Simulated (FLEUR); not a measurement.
A run of FLEUR MaX-R8.1 (later development tree) is set up as follows.

Contents of inp.xml:

```xml
<?xml version="1.0" encoding="UTF-8" standalone="no"?>
<fleurInput fleurInputVersion="0.39">
   <comment>
      InAs                                                                                                
   </comment>
   <calculationSetup>
      <cutoffs Kmax="3.86" Gmax="12.0" GmaxXC="12.0" numbands="0"/>
      <scfLoop itmax="60" minDistance="0.00001" maxIterBroyd="15" imix="Anderson" alpha="0.05" precondParam="0.0" spinf="2.0" sdNocoIR="T"/>
      <coreElectrons ctail="T" frcor="F" kcrel="0" coretail_lmax="0"/>
      <xcFunctional name="pbe" relativisticCorrections="F"/>
      <magnetism jspins="1"/>
      <soc l_soc="F" theta="0.0" phi="0.0" spav="F"/>
      <expertModes spex="0" secvar="F"/>
      <geometryOptimization l_f="T" forcealpha="1.0" forcemix="BFGS" epsdisp="0.0005" epsforce="0.0002"/>
      <ldaU l_linMix="F" mixParam="0.05" spinf="1.0"/>
   </calculationSetup>
   <cell>
      <bzIntegration valenceElectrons="42.0" mode="hist" fermiSmearingEnergy="0.00183747">
         <kPointListSelection listName="default-1"/>
         <!-- k-points included here -->
         <xi:include xmlns:xi="http://www.w3.org/2001/XInclude" href="kpts.xml"> </xi:include>
      </bzIntegration>
      <!-- symmetry operations included here -->
      <xi:include xmlns:xi="http://www.w3.org/2001/XInclude" href="sym.xml"> </xi:include>
      <bulkLattice scale="1.0">
         <bravaisMatrix>
            <row-1>    0.0000000000000000     5.7031934440427996     5.7031934440427996</row-1>
            <row-2>    5.7031934440427996     0.0000000000000000     5.7031934440427996</row-2>
            <row-3>    5.7031934440427996     5.7031934440427996     0.0000000000000000</row-3>
         </bravaisMatrix>
      </bulkLattice>
   </cell>
   <atomSpecies>
      <species name="Indium (In)" element="In" atomicNumber="49">
         <mtSphere radius="2.28" gridPoints="777" logIncrement="0.017"/>
         <atomicCutoffs lmax="9" lnonsphr="7"/>
         <electronConfig flipSpins="F">
            <coreConfig>(1s1/2) (2s1/2) (2p1/2) (2p3/2) (3s1/2) (3p1/2) (3p3/2) (3d3/2) (3d5/2)</coreConfig>
            <valenceConfig>(4s1/2) (4p1/2) (4p3/2) (5s1/2) (4d3/2) (4d5/2) (5p1/2) (5p3/2)</valenceConfig>
            <stateOccupation state="(5p1/2)" spinUp="0.166667" spinDown="0.166667"/>
            <stateOccupation state="(5p3/2)" spinUp="0.333333" spinDown="0.333333"/>
         </electronConfig>
         <energyParameters s="5" p="5" d="4" f="4"/>
         <lo type="SCLO" l="0" n="4" eDeriv="0"/>
         <lo type="SCLO" l="1" n="4" eDeriv="0"/>
         <lo type="SCLO" l="1" n="4" eDeriv="1"/>
         <lo type="SCLO" l="2" n="4" eDeriv="2"/>
         <lo type="SCLO" l="3" n="4" eDeriv="2"/>
      </species>
      <species name="Arsenic (As)" element="As" atomicNumber="33">
         <mtSphere radius="2.15" gridPoints="735" logIncrement="0.017"/>
         <atomicCutoffs lmax="9" lnonsphr="7"/>
         <electronConfig flipSpins="F">
            <coreConfig>(1s1/2) (2s1/2) (2p1/2) (2p3/2) (3s1/2)</coreConfig>
            <valenceConfig>(3p1/2) (3p3/2) (4s1/2) (3d3/2) (3d5/2) (4p1/2) (4p3/2)</valenceConfig>
            <stateOccupation state="(4p1/2)" spinUp="0.500000" spinDown="0.500000"/>
            <stateOccupation state="(4p3/2)" spinUp="1.000000" spinDown="1.000000"/>
         </electronConfig>
         <energyParameters s="4" p="4" d="3" f="4"/>
         <lo type="SCLO" l="1" n="3" eDeriv="0"/>
         <lo type="SCLO" l="1" n="3" eDeriv="1"/>
         <lo type="HELO" l="2" n="4" eDeriv="0"/>
         <lo type="HELO" l="2" n="4" eDeriv="1"/>
         <lo type="SCLO" l="0" n="4" eDeriv="2"/>
         <lo type="SCLO" l="3" n="4" eDeriv="2"/>
      </species>
   </atomSpecies>
   <atomGroups>
      <atomGroup species="Indium (In)">
         <relPos label="                   1">.0000000000 .0000000000 .0000000000</relPos>
         <force calculate="T" relaxXYZ="TTT"/>
      </atomGroup>
      <atomGroup species="Arsenic (As)">
         <relPos label="                   2">-1.000/4.000 -1.000/4.000 -1.000/4.000</relPos>
         <force calculate="T" relaxXYZ="TTT"/>
      </atomGroup>
   </atomGroups>
   <output dos="F" band="F" slice="F">
      <checks vchk="F" cdinf="F"/>
      <bandDOS minEnergy="-.5*Htr" maxEnergy="0.5*Htr" sigma="0.015" storeEVData="T"/>
      <vacuumDOS vacdos="F" integ="F" star="F" nstars="0" locx1="0.0" locy1="0.0" locx2="0.0" locy2="0.0" nstm="0" tworkf="0.0"/>
      <unfoldingBand unfoldBand="F" supercellX="1" supercellY="1" supercellZ="1"/>
      <plotting iplot="0" polar="F">
         <plot TwoD="T" vec1="  1.0  0.0  0.0" vec2="  0.0  1.0  0.0" vec3="  0.0  0.0  1.0" zero="  0.0  0.0  0.0" file="plot"/>
      </plotting>
      <chargeDensitySlicing numkpt="0" minEigenval="0.0" maxEigenval="0.0" nnne="0" pallst="F"/>
      <specialOutput eonly="F"/>
      <moessbauerParams electricFieldGradient="T" isomerShift="T" coreHyperfine="T" valenceHyperfine="T"/>
      <magneticCircularDichroism mcd="F" energyLo="-10.0" energyUp="0.0"/>
   </output>
  <!-- We include the file relax.xml here to enable relaxations (see documentation) -->
  <xi:include xmlns:xi="http://www.w3.org/2001/XInclude" href="relax.xml"> <xi:fallback/> </xi:include>
</fleurInput>
```

File crystal.txt:

```
InAs
&input cartesian=F /
0.0000000000  3.0180000000  3.0180000000
3.0180000000  0.0000000000  3.0180000000
3.0180000000  3.0180000000  0.0000000000
1.8897261246
1.0 1.0 1.0

2
49 0.0000000000  0.0000000000  0.0000000000
33 0.7500000000  0.7500000000  0.7500000000

&kpt div1=8 div2=8 div3=8 gamma=T /
```

Potentials or basis: all-electron, FLAPW.

The run is started by

```console
$ inpgen -f crystal.txt -profile fastHighL
$ # inp.xml edited to the form shown
$ fleur_MPI
```

Q: What does it give for the band gap on the k mesh?

A: None (metal or under the smearing width).

Core levels (eV from the Fermi level):
```csv
atom,levels
1 In,"1s1/2 -27732.8, 2s1/2 -4147.5, 2p1/2 -3867.4, 2p3/2 -3656.5, 3s1/2 -783.5, 3p1/2 -670.5, 3p3/2 -632.4, 3d3/2 -432.6, 3d5/2 -424.8"
2 As,"1s1/2 -11710.6, 2s1/2 -1480.7, 2p1/2 -1322.3, 2p3/2 -1285.7, 3s1/2 -184.6"
```

Caveat: this crystal is a semiconductor, whose small gap the functional closes, so the metal is an error of the method.

**The experiment to reproduce.**

From a printed reference work, data compilation, for a bulk crystal of InAs at 4.2 K: band gap 0.418 eV (direct).

A measured gap of InAs is 0.418 eV (direct; 4.2 K; a printed reference work, data compilation); the calculated 0.00 eV misses it by -0.42 eV. Spin-orbit coupling on As, In is left out. The value is that of PBE on a finite k mesh, which can miss the band edges, without temperature or zero-point motion. Semilocal functionals fall short of measured gaps as a rule.
